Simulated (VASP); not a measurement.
Wanted: the native input for a VASP 6.6.1 run.

```yaml
Task: single point
Functional: PBE
Potentials_or_basis: VASP PAW PBE potentials, release 64 (Ni, O)
Cutoff: 520 eV
k_mesh: 11 × 11 × 11
Occupations: gaussian, width 0.03 eV
Spin: collinear spin, ferromagnetic start
Starting_moments: "[1.0, 0.0] μB"
Further_INCAR_settings: ALGO = Normal; EDIFF = 1e-07; NBANDS = 19
```

The structure of NiO lies in POSCAR:

```
NiO
1.0
    0.0000000000      2.0859016414      2.0859016414
    2.0859016414      0.0000000000      2.0859016414
    2.0859016414      2.0859016414      0.0000000000
Ni O
1 1
Direct
    0.0000000000      0.0000000000      0.0000000000
    0.5000000000      0.5000000000      0.5000000000
```

The input as run:

INCAR

```
SYSTEM = NiO
PREC = Accurate ; ENCUT = 520
EDIFF = 1E-7 ; ISMEAR = 0
SIGMA = 0.03 ; LREAL = .FALSE.
LASPH = .TRUE. ; NELM = 150
ALGO = Normal ; ISIF = 2
LWAVE = .FALSE. ; LCHARG = .FALSE.
ISPIN = 2 ; MAGMOM = 1 0
LORBIT = 11 ; LMAXMIX = 4
GGA = PE ; NBANDS = 19
```

KPOINTS

```
Automatic mesh
0
G
  11 11 11
  0 0 0
```

Potentials or basis: VASP PAW PBE potentials, release 64 (Ni, O).

Launch:

```console
$ cat potpaw_PBE.64/Ni/POTCAR potpaw_PBE.64/O/POTCAR > POTCAR
$ mpirun -np 1 vasp_std > vasp.out
```

It gave:

* Pressure: 5.9 GPa
* Band gap on the k mesh: none (metal or under the smearing width)
* Net moment: 1.76 μB per cell
* Site moments: Ni +1.45; O +0.27 μB
* Valence electrons inside the program's atomic spheres: Ni 8.99; O 4.98

Caveat: a cell with one magnetic atom can't hold antiferromagnetic order, which such compounds often take; semilocal functionals often make such compounds metallic where correlation or magnetic order opens a gap, which also shifts bond lengths.

Run time: 25 s on 1 thread of Intel(R) Xeon(R) 6975P-C (Granite Rapids), with other jobs on the host, peak memory 0.16 GiB.
